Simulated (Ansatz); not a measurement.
## CdF₂: strain energy, fitted

CdF₂, Fm-3m, a = 5.481 Å. Ansatz: PBE, PAW, 420 eV, Γ-centred 6×6×4 mesh on 6 atoms, Gaussian smearing 0.02 eV; no spin polarisation. Series: uniaxial strain along c, with a, b and atoms relaxed; x is the strain in per cent. The axes a, b, c are those of the computed cell (3.876, 3.876, 5.481 Å), along [1 1 0], [-1 1 0], [0 0 1] of the cell named above. y is the free energy over the unstrained cell, V0 = 13.725 Å³/atom.

| x (%) | y (meV/atom) |
| --- | --- |
| -6.0 | ? |
| -4.0 | 9.55 |
| -2.0 | 2.35 |
| 0.0 | 0.00 |
| 2.0 | 2.22 |
| 4.0 | 8.79 |
| 6.0 | 19.41 |

Q: Fit y = c2 x² + c3 x³ to the other rows, turn c2 into a modulus, and predict the missing energy.

A: Least squares on the rows shown. y = 0.57354 x² − 0.0057654 x³. In eV per unit strain² c2 is 5.735; this is Young's modulus along the axis (E = ½ Y V0 ε²): 2 × 5.735 × 160.2 / (13.725) = 134 GPa. At x = -6.0 the fit asked for gives 21.89 meV/atom. The run gave 22.12 meV/atom, so the fit is 0.23 meV/atom too low, 1 % of the span of the series, against an rms of 0.02 meV/atom on the fitted rows. The row lies outside the fitted range. With a term in x⁴ added, a fit to the same known rows predicts 21.99 meV/atom, which recovers part of the miss; the known rows don't hold the rest.